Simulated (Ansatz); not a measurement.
**Cobalt, fcc under revPBE: structure, energy and stiffness**

Aim: take cobalt in the fcc structure, relax it, solve it on a dense k-mesh, then scale the cell to 7 volumes from 88 to 112 % of the relaxed one and try a fit of the equation of state. Spin polarisation is left out, though the real metal is magnetic, so this state lies above the ground state. The k-meshes are 15×15×15 for the relaxation; 25×25×25 for the dense run; 17×17×17 for the volumes.

This is Co in the fcc structure; at room conditions it is hcp.

Method: DFT revPBE, plane waves (420 eV) with PAW, scalar-relativistic; the PAW data stem from PBE, with regenerated cores, in Ansatz 0.2.0.

### Step 1. Starting point

The structure is cubic, space group Fm-3m (No. 225). The conventional cell has a = 3.538 Å, b = 3.538 Å, c = 3.538 Å, α = 90.00°, β = 90.00°, γ = 90.00°. Co (site symmetry m-3m) has 12 Co at 2.50 Å as nearest neighbours.

Coordinates:

```cif
data_structure
_symmetry_space_group_name_H-M 'P 1'
_symmetry_Int_Tables_number 1
_cell_length_a 2.5019
_cell_length_b 2.5019
_cell_length_c 2.5019
_cell_angle_alpha 60.000
_cell_angle_beta 60.000
_cell_angle_gamma 60.000
_cell_volume 11.07
loop_
_atom_site_label
_atom_site_type_symbol
_atom_site_fract_x
_atom_site_fract_y
_atom_site_fract_z
_atom_site_occupancy
Co1 Co 0.00000 0.00000 0.00000 1
```

### Step 2. Relaxing cell and atoms

input.yaml reads:

```yaml
crystal:
  lattice:
    - [0.0, 1.7691019796, 1.7691019796]
    - [1.7691019796, 0.0, 1.7691019796]
    - [1.7691019796, 1.7691019796, 0.0]
  atoms:
    - { symbol: Co, position: [0.0, 0.0, 0.0] }
hamiltonian:
  xc: revpbe
  pseudopotentials:
    kind: paw
    azcp:
      Co: "pseudopotentials/Co.paw.azcp"
basis:
  ecutwfc: 420
  fft_grid_basis: typed
kpoints:
  mp_grid: { grid: [15, 15, 15], shift: [0, 0, 0] }
magnetization:
  spin_polarized: false
scf:
  occupations: { method: fermi_dirac, width: 0.1 }
relax:
  max_steps: 60
  f_tol: 0.01
  cell: {}
output:
  write_density: true
  write_potential: true
  elf: true
  volumetric_format: npy
```

The runs that follow: Single point on a dense mesh; Volume × 0.88; Volume × 0.92; Volume × 0.96; Volume × 1.0; Volume × 1.04; Volume × 1.08; Volume × 1.12.

What does the calculation give? Wanted: space group; conventional cell; volume; shortest distance; gap on the mesh; relative to hcp, ferromagnetic; V₀, B₀, B₀′.

The runs gave:

```
                      quantity                         value
space group (spins left aside)               Fm-3m (No. 225)
             conventional cell                   a = 3.478 Å
                        volume                10.515 Å³/atom
             shortest distance                       2.459 Å
               gap on the mesh  none (levels filled in part)
relative to hcp, ferromagnetic                 +226 meV/atom
                   V₀, B₀, B₀′  10.477 Å³/atom, 241 GPa, 4.8
```

The relaxation shrank the cell by 5.0 % in volume. It lies 226 meV/atom above the element's reference form at the same level (hcp, ferromagnetic, from a run of its own); part of this is magnetic energy, as this run has no moments. No gap shows: it is a metal or semimetal at this level. B₀ comes out at 241 GPa. The symmetry was held, so the structure may be unstable against distortions that break it.
